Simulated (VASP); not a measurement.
# Pm (Fm-3m) in VASP: notebook

Runs on Pm. Level: LDA. Tasks: single point.

Program: VASP 6.6.1. These are calculated values, not measurements. Logs are shortened: lines on timing, memory, paths and dates and some standing lists are left out, and cuts for length are marked.

### 1 The structure

It takes space group Fm-3m (No. 225, cubic). The conventional cell has a = 5.168 Å, b = 5.168 Å, c = 5.168 Å, α = 90.00°, β = 90.00°, γ = 90.00°. Pm (site symmetry m-3m) is surrounded by 12 Pm at 3.65 Å.

This isn't the form of Pm at room conditions, which is double hcp.

### 2 Single point, LDA, collinear spin, ferromagnetic start

INCAR reads:

```
PREC     = Accurate       # precision mode
ENCUT    = 900            # plane-wave cutoff, eV
EDIFF    = 1E-8           # SCF threshold, eV
ISMEAR   = -1             # smearing method
SIGMA    = 0.05           # smearing width, eV
LREAL    = F              # projectors in reciprocal space
LASPH    = T              # aspherical terms in the spheres
NELM     = 100            # most SCF steps
ALGO     = Normal         # electronic algorithm
ISIF     = 2              # what is computed and relaxed
LWAVE    = F              # write WAVECAR
LCHARG   = F              # write CHGCAR
ISPIN    = 2              # spin polarisation
MAGMOM   = 4              # initial moments
LORBIT   = 11             # projections on sites
LMAXMIX  = 6              # l up to which the mixer works
GGA      = CA             # functional
NBANDS   = 18             # bands
ADDGRID  = F
```

KPOINTS reads:

```
Automatic mesh
0
Gamma
  11 11 11
```

POSCAR reads:

```
Pm
1.0
    0.0000000000      2.5841748100      2.5841748100
    2.5841748100      0.0000000000      2.5841748100
    2.5841748100      2.5841748100      0.0000000000
Pm
1
Direct
    0.0000000000      0.0000000000      0.0000000000
```

Potentials or basis: VASP PAW PBE potentials, release 64 (Pm).

Command:

```bash
$ cat potpaw_PBE.64/Pm/POTCAR > POTCAR
$ mpirun -np 1 vasp_std > vasp.out
```

OUTCAR:

```text
PREC = Accurate
   ENCUT = 900
   EDIFF = 1E-8
   ISMEAR = -1
   LREAL = F
   LASPH = T
   NELM = 100
   ISIF = 2
   ISPIN = 2
   LORBIT = 11
   GGA = CA

 ion  position               nearest neighbor table
   1  0.000  0.000  0.000-

  LATTYP: Found a face centered cubic cell.
 ALAT       =     5.1683496200

  Lattice vectors:

 A1 = (   0.0000000000,   2.5841748100,   2.5841748100)
 A2 = (   2.5841748100,   0.0000000000,   2.5841748100)
 A3 = (   2.5841748100,   2.5841748100,   0.0000000000)

Analysis of symmetry for initial positions (statically):
=====================================================================
 Subroutine PRICEL returns:
 Original cell was already a primitive cell.

 Routine SETGRP: Setting up the symmetry group for a
 face centered cubic supercell.

 Subroutine GETGRP returns: Found 48 space group operations
 (whereof 48 operations were pure point group operations)
 out of a pool of 48 trial point group operations.

The static configuration has the point symmetry O_h .

Analysis of symmetry for dynamics (positions and initial velocities):
=====================================================================
 Subroutine PRICEL returns:
 Original cell was already a primitive cell.

 Routine SETGRP: Setting up the symmetry group for a
 face centered cubic supercell.

 Subroutine GETGRP returns: Found 48 space group operations
 (whereof 48 operations were pure point group operations)
 out of a pool of 48 trial point group operations.

The dynamic configuration has the point symmetry O_h .

Analysis of structural, dynamic, and magnetic symmetry:
=====================================================================
 Subroutine PRICEL returns:
 Original cell was already a primitive cell.

 Routine SETGRP: Setting up the symmetry group for a
 face centered cubic supercell.

 Subroutine GETGRP returns: Found 48 space group operations
 (whereof 48 operations were pure point group operations)
 out of a pool of 48 trial point group operations.

The overall configuration has the point symmetry O_h .

 Subroutine INISYM returns: Found 48 space group operations
 (whereof 48 operations are pure point group operations),
 and found     1 'primitive' translations

----------------------------------------------------------------------------------------

                                     Primitive cell

  volume of cell :      34.5140

  direct lattice vectors                    reciprocal lattice vectors
     0.000000000  2.584174810  2.584174810    -0.193485363  0.193485363  0.193485363
     2.584174810  0.000000000  2.584174810     0.193485363 -0.193485363  0.193485363
     2.584174810  2.584174810  0.000000000     0.193485363  0.193485363 -0.193485363

  length of vectors
     3.654575064  3.654575064  3.654575064     0.335126478  0.335126478  0.335126478

  position of ions in fractional coordinates (direct lattice)
     0.000000000  0.000000000  0.000000000

  ion indices of the primitive-cell ions
   primitive index   ion index
                 1           1

----------------------------------------------------------------------------------------

 KPOINTS: Automatic mesh

Automatic generation of k-mesh.
 Grid dimensions read from file:
 generate k-points for:   11   11   11

 Generating k-lattice:

  Cartesian coordinates                     Fractional coordinates (reciprocal lattice)
    -0.017589578  0.017589578  0.017589578     0.090909091  0.000000000  0.000000000
     0.017589578 -0.017589578  0.017589578     0.000000000  0.090909091  0.000000000
     0.017589578  0.017589578 -0.017589578     0.000000000  0.000000000  0.090909091

  Length of vectors
     0.030466043  0.030466043  0.030466043

  Shift w.r.t. Gamma in fractional coordinates (k-lattice)
     0.000000000  0.000000000  0.000000000

 Subroutine IBZKPT returns following result:
 ===========================================

 Found     56 irreducible k-points:

 Following reciprocal coordinates:
            Coordinates               Weight
  0.000000  0.000000  0.000000      1.000000
  0.090909  0.000000  0.000000      8.000000
  0.181818  0.000000  0.000000      8.000000
  0.272727  0.000000  0.000000      8.000000
  0.363636  0.000000  0.000000      8.000000
  0.454545  0.000000  0.000000      8.000000
[... 16 lines left out ...]
 -0.272727  0.181818  0.000000     24.000000
 -0.181818  0.181818  0.000000     12.000000
 [... further k-points ...]
   k-points           NKPTS =     56   k-points in BZ     NKDIM =     56   number of bands    NBANDS=     18
   number of dos      NEDOS =    301   number of ions     NIONS =      1
   total plane-waves  NPLWV =  46656
   dimension x,y,z NGX =    36 NGY =   36 NGZ =   36
   dimension x,y,z NGXF=    72 NGYF=   72 NGZF=   72
   ions per type =               1
   NGX,Y,Z   is equivalent  to a cutoff of  16.38, 16.38, 16.38 a.u.
   NGXF,Y,Z  is equivalent  to a cutoff of  32.75, 32.75, 32.75 a.u.
 SYSTEM =  unknown system
   PREC   = accura    normal or accurate (medium, high low for compatibility)
   ISTART =      0    job   : 0-new  1-cont  2-samecut
   ICHARG =      2    charge: 1-file 2-atom 10-const
   ISPIN  =      2    spin polarized calculation?
   LNONCOLLINEAR =      F non collinear calculations
   LSORBIT =      F    spin-orbit coupling
   LASPH  =      T    aspherical Exc in radial PAW
   ENCUT  =  900.0 eV  66.15 Ry    8.13 a.u.   8.94  8.94  8.94*2*pi/ulx,y,z
   NELM   =    100;   NELMIN=  2; NELMDL= -5     # of ELM steps
   EDIFF  = 0.1E-07   stopping-criterion for ELM
   LREAL  =      F    real-space projection
   EDIFFG = 0.1E-06   stopping-criterion for IOM
   NSW    =      0    number of steps for IOM
   IBRION =     -1    ionic relax: 0-MD 1-quasi-New 2-CG
[... 8 lines left out ...]
   EMIN   =  10.00;   EMAX   =-10.00  energy-range for DOS
   EFERMI =   0.00;   METHOD = LEGACY
   ISMEAR =    -1;   SIGMA  =   0.05  broadening in eV -4-tet -1-fermi 0-gaus
   EFERMI_NEDOS =   21; number of points for ismear=-14 and -15
   IALGO  =     38    algorithm
   IMIX   =      4    mixing-type and parameters
     AMIX     =   0.40;   BMIX     =  1.00
     AMIX_MAG =   1.60;   BMIX_MAG =  1.00
  volume/ion in A,a.u.               =      34.51       232.91
  Fermi-wavevector in a.u.,A,eV,Ry     =   1.240052  2.343359 20.922086  1.537730
  Thomas-Fermi vector in A             =   2.374509
   LORBIT       =     11    0 simple, 1 ext, 2 COOP (PROOUT), +10 PAW based schemes
[... 5 lines left out ...]
   LRPA    =     F    only Hartree local field effects (RPA)
 spin polarized calculation
  energy-cutoff  :      900.00
  volume of cell :       34.51
 maximum number of plane-waves:      2147
   NGX = 17   NGY = 17   NGZ = 17

 number of electron      15.0000000 magnetization       5.2543604

 Free energy of the ion-electron system (eV)
  ---------------------------------------------------
  ext. energy  EPLUGINS =         0.00000000
  ---------------------------------------------------
  free energy    TOTEN  =        -7.91989244 eV

  energy without entropy =       -7.81863748  energy(sigma->0) =       -7.86926496

 E-fermi :   5.5115     XC(G=0): -10.0522

 val. band max:        5.5114372303   @ k =   0.0909   0.0000   0.0000
 cond. band min:       5.5114957568   @ k =   0.4545   0.0909   0.0000
 fundamental gap:      0.0000585265
 Fermi energy:         5.5114821610

 spin component 1

 k-point     1 :       0.0000    0.0000    0.0000
  band No.  band energies     occupation
      1     -32.8830      1.00000
      2     -12.9078      1.00000
      3     -12.9078      1.00000
      4     -12.9078      1.00000
      5       1.3798      1.00000
      6       5.2110      0.99755
[... 10 lines left out ...]
     17       9.6831      0.00000
     18      14.8555      0.00000

 k-point     2 :       0.0909    0.0000    0.0000
  band No.  band energies     occupation
      1     -32.8738      1.00000
      2     -13.0002      1.00000
      3     -12.9188      1.00000
      4     -12.9188      1.00000
      5       1.6188      1.00000
      6       5.1928      0.99830
[... 10 lines left out ...]
     17       9.5709      0.00000
     18      15.3069      0.00000

 k-point     3 :       0.1818    0.0000    0.0000
  band No.  band energies     occupation
      1     -32.8493      1.00000
      2     -13.2394      1.00000
      3     -12.9482      1.00000
      4     -12.9482      1.00000
      5       2.2511      1.00000
      6       5.1610      0.99910
[... 10 lines left out ...]
     17       9.4809      0.00000
     18      15.5522      0.00000

 k-point     4 :       0.2727    0.0000    0.0000
  band No.  band energies     occupation
      1     -32.8168      1.00000
      2     -13.5362      1.00000
      3     -12.9863      1.00000
      4     -12.9863      1.00000
      5       2.9969      1.00000
      6       5.2082      0.99768
[... 375 lines left out ...]
      4     -13.0686      1.00000
      5       4.3108      1.00000
      6       5.0964      0.99975
[... 10 lines left out ...]
     17      12.4813      0.00000
     18      14.5551      0.00000

 k-point    23 :      -0.2727    0.1818    0.0000
  band No.  band energies     occupation
      1     -32.7782      1.00000
      2     -13.6770      1.00000
      3     -13.2498      1.00000
      4     -13.0202      1.00000
      5       4.1031      1.00000
      6       5.1650      0.99902
[... 10 lines left out ...]
     17      12.0972      0.00000
     18      15.5366      0.00000

 k-point    24 :      -0.1818    0.1818    0.0000
  band No.  band energies     occupation
      1     -32.8059      1.00000
      2     -13.5076      1.00000
      3     -13.1564      1.00000
      4     -12.9752      1.00000
      5       3.4324      1.00000
      6       5.1235      0.99957
[... 10 lines left out ...]
     17      11.0994      0.00000
     18      16.0542      0.00000

 [... further k-points ...]

 spin component 2

 k-point     1 :       0.0000    0.0000    0.0000
  band No.  band energies     occupation
      1     -30.8946      1.00000
      2     -11.2960      1.00000
      3     -11.2960      1.00000
      4     -11.2960      1.00000
      5       2.1888      1.00000
      6       7.7141      0.00000
[... 10 lines left out ...]
     17      10.6567      0.00000
     18      15.9689      0.00000

 k-point     2 :       0.0909    0.0000    0.0000
  band No.  band energies     occupation
      1     -30.8842      1.00000
      2     -11.4001      1.00000
      3     -11.3081      1.00000
      4     -11.3081      1.00000
      5       2.4365      1.00000
      6       7.4542      0.00000
[... 10 lines left out ...]
     17      10.5641      0.00000
     18      16.3946      0.00000

 k-point     3 :       0.1818    0.0000    0.0000
  band No.  band energies     occupation
      1     -30.8563      1.00000
      2     -11.6685      1.00000
      3     -11.3403      1.00000
      4     -11.3403      1.00000
      5       3.0876      1.00000
      6       7.0649      0.00000
[... 10 lines left out ...]
     17      10.5355      0.00000
     18      16.4427      0.00000

 k-point     4 :       0.2727    0.0000    0.0000
  band No.  band energies     occupation
      1     -30.8193      1.00000
      2     -11.9989      1.00000
      3     -11.3821      1.00000
      4     -11.3821      1.00000
      5       3.8485      1.00000
      6       6.9382      0.00000
[... 375 lines left out ...]
      4     -11.4727      1.00000
      5       5.2317      0.99630
      6       6.6017      0.00000
[... 10 lines left out ...]
     17      13.5720      0.00000
     18      15.6166      0.00000

 k-point    23 :      -0.2727    0.1818    0.0000
  band No.  band energies     occupation
      1     -30.7753      1.00000
      2     -12.1542      1.00000
      3     -11.6765      1.00000
      4     -11.4191      1.00000
      5       5.0061      0.99996
      6       6.7738      0.00000
[... 10 lines left out ...]
     17      13.1900      0.00000
     18      16.5213      0.00000

 k-point    24 :      -0.1818    0.1818    0.0000
  band No.  band energies     occupation
      1     -30.8069      1.00000
      2     -11.9667      1.00000
      3     -11.5729      1.00000
      4     -11.3694      1.00000
      5       4.3029      1.00000
      6       6.6711      0.00000
[... 10 lines left out ...]
     17      12.1896      0.00000
     18      16.9446      0.00000

 [... further k-points ...]
[... 5 lines left out ...]
  --------------------------------------------------------------------------------------
  -------------------------------------------------------------------------------------
  Total       -0.7787682     -0.7787682     -0.7787682     -0.0000000      0.0000000      0.0000000
  in kB      -36.1512355    -36.1512355    -36.1512355     -0.0000000      0.0000000      0.0000000
  external PRESSURE =     -36.1512355 kB  Pullay stress =       0.0000000 kB

 VOLUME and BASIS-vectors are now :
 -----------------------------------------------------------------------------
  energy-cutoff  :      900.00
  volume of cell :       34.51
      direct lattice vectors                 reciprocal lattice vectors
     0.000000000  2.584174810  2.584174810    -0.193485363  0.193485363  0.193485363
     2.584174810  0.000000000  2.584174810     0.193485363 -0.193485363  0.193485363
     2.584174810  2.584174810  0.000000000     0.193485363  0.193485363 -0.193485363

 POSITION                                       TOTAL-FORCE (eV/Angst)
 -----------------------------------------------------------------------------------
      0.00000      0.00000      0.00000         0.000000      0.000000     -0.000000
 -----------------------------------------------------------------------------------
    total drift:                               -0.000000      0.000000      0.000000

  FREE ENERGIE OF THE ION-ELECTRON SYSTEM (eV)
  ---------------------------------------------------
  free  energy   TOTEN  =        -7.9198924430 eV

  energy  without entropy=       -7.8186374767  energy(sigma->0) =       -7.86926496

 total charge

# of ion       s       p       d       f       tot
--------------------------------------------------
    1        2.049   5.470   0.485   4.407  12.411

 magnetization (x)

# of ion       s       p       d       f       tot
--------------------------------------------------
    1        0.001   0.033   0.195   4.394   4.623
```

Wall time 94 s (1 thread of Intel Xeon 6975P-C (Granite Rapids), shared host); peak memory 0.27 GiB.

What came out:

* Free energy: -7.9199 eV
* Pressure: -3.6 GPa
* Band gap on the k mesh: none (metal or under the smearing width)
* Net moment: 5.25 μB per cell
* Site moments: Pm +4.62 μB
* Valence electrons inside the program's atomic spheres: Pm 12.41

Levels at points of the mesh, in eV from the Fermi level:
Spin up:
| k point | band 6 | band 7 | band 8 | band 9 | band 10 | band 11 | band 12 | band 13 | band 14 | band 15 |
| --- | --- | --- | --- | --- | --- | --- | --- | --- | --- | --- |
| (0.00, 0.00, 0.00) | -0.30 | -0.14 | -0.14 | -0.14 | 0.04 | 0.04 | 0.04 | 1.75 | 1.75 | 1.75 |
Spin down:
```tsv
k point	band 2	band 3	band 4	band 5	band 6	band 7	band 8	band 9
(0.00, 0.00, 0.00)	-16.81	-16.81	-16.81	-3.32	2.20	2.59	2.59	2.59
```

Caveat: the magnetic or orbital state may not be the lowest; the PAW data sets were made with another functional, which shifts forces and pressure a little; spin-orbit coupling is left out, which moves the levels of the heavy elements. The state reached can hang on the start; a lower one may exist.

(Part 1 of 2 ends here.)
